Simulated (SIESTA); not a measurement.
# Zn under changes of volume

One of the cells (15.636 Å³/atom); the others are scaled copies at fixed shape and fractional positions:

```xyz
2
Lattice="2.6877 0.0000 0.0000 -1.3438 2.3276 0.0000 0.0000 0.0000 4.9989" Properties=species:S:1:pos:R:3 pbc="T T T"
Zn    1.3438    0.7759    3.7492
Zn    0.0000    1.5517    1.2497
```

```yaml
Program: SIESTA 5.4.2
Functional: PBEsol
Potentials_or_basis: PseudoDojo 0.4 standard (PBEsol files)
Basis: DZP (energy shift 0.003 Ry; two zetas on semicore shells)
Grid_cutoff: 800 Ry
Energy_shift: 0.003 Ry
k_mesh: 11 × 11 × 6
Occupations: fermi-dirac, width 0.05 eV
Spin: no spin polarisation
```

```csv
volume (Å³/atom),energy over the lowest point (meV/atom),pressure (GPa)
14.410,0.00,-3.6
14.716,8.13,-4.9
15.023,19.56,-7.1
15.636,53.00,-9.5
15.943,?,?
16.249,94.23,-12.2
```

Problem. What does the run at 15.943 Å³/atom give?

Solution. Energy over the lowest point 71.96 meV/atom; pressure -10.5 GPa.

Worked out: A Birch-Murnaghan fit of order 3 (a polynomial in V^(-2/3)) to the other rows has its minimum at 14.11 Å³/atom, just outside them, with B0 = V·E''(V) = 147 GPa (rough, since the energies scatter) at fixed shape and positions, which overstates the stiffness. It gives 72.84 meV/atom at 15.943 Å³/atom, against the run's 71.96, and -dE/dV = -10.8 GPa, against -10.5.

Energies are extrapolated to zero smearing.

Caveats: short orbitals over semicore shells can move pressures by several GPa; the basis of atomic orbitals isn't converged, which shifts pressures, moduli and gaps.
